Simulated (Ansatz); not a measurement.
Runs of Ansatz 0.2.0 on CsPbBr3. Symmetry: Pm-3m, No. 221, cubic system. Conventional cell: a = 5.870 Å, b = 5.870 Å, c = 5.870 Å, α = 90.00°, β = 90.00°, γ = 90.00°. Around Pb (site symmetry m-3m) lie 6 Br at 2.94 Å. Cs (site symmetry m-3m) has 12 Br at 4.15 Å as nearest neighbours. Br (site symmetry 4/mmm) has 2 Pb at 2.94 Å as nearest neighbours. Measurements of this composition are mostly on another form, of space group No. 62.

```tsv
task	level	cell	k mesh	cutoff (eV)	smearing	points for each segment of the path	gap on the mesh (eV)	pressure (GPa)	relaxed volume (Å³/atom)
relaxation of cell and atoms	PBE	relaxed	5 × 5 × 5	420	fermi-dirac 0.05 eV	-	2.74	0.0	43.17
relaxation of cell and atoms	LDA	relaxed	5 × 5 × 5	420	fermi-dirac 0.05 eV	-	2.46	0.0	(b)
band structure	r2SCAN	as given	5 × 5 × 5	500	fermi-dirac 0.05 eV	14	-	0.7	-
relaxation of cell and atoms	PBEsol	relaxed	5 × 5 × 5	420	fermi-dirac 0.05 eV	-	2.57	0.0	40.45
Born charges	PBE	as given	4 × 4 × 4	420	fixed	-	1.52	-	-
relaxation of cell and atoms	r2SCAN	relaxed	5 × 5 × 5	500	fermi-dirac 0.05 eV	-	(c)	0.0	(a)
```

Alike in all rows: potentials or basis Ansatz PAW; no spin polarisation.

Q: Estimate the missing entries.

A: (a) 41.76; (b) 38.30; (c) 3.04.

Caveats: spin-orbit coupling is left out, which as a rule narrows the gap of such compounds by several tenths of an eV (some runs); odd divisions of the mesh miss points on the zone boundary, where band edges often lie, so the gap on the mesh can be too wide (some runs); the plane-wave basis is chosen anew once the cell has moved, so the energies of steps on either side of that aren't comparable (some runs); the PAW data sets come from PBE, with cores solved anew for the run's functional, which leaves a small shift of forces and pressure (some runs); spin-orbit coupling is left out, which moves the levels of the heavy elements (some runs).

A k mesh can miss the band edges, and the runs leave out spin-orbit coupling on Br, Cs, Pb.
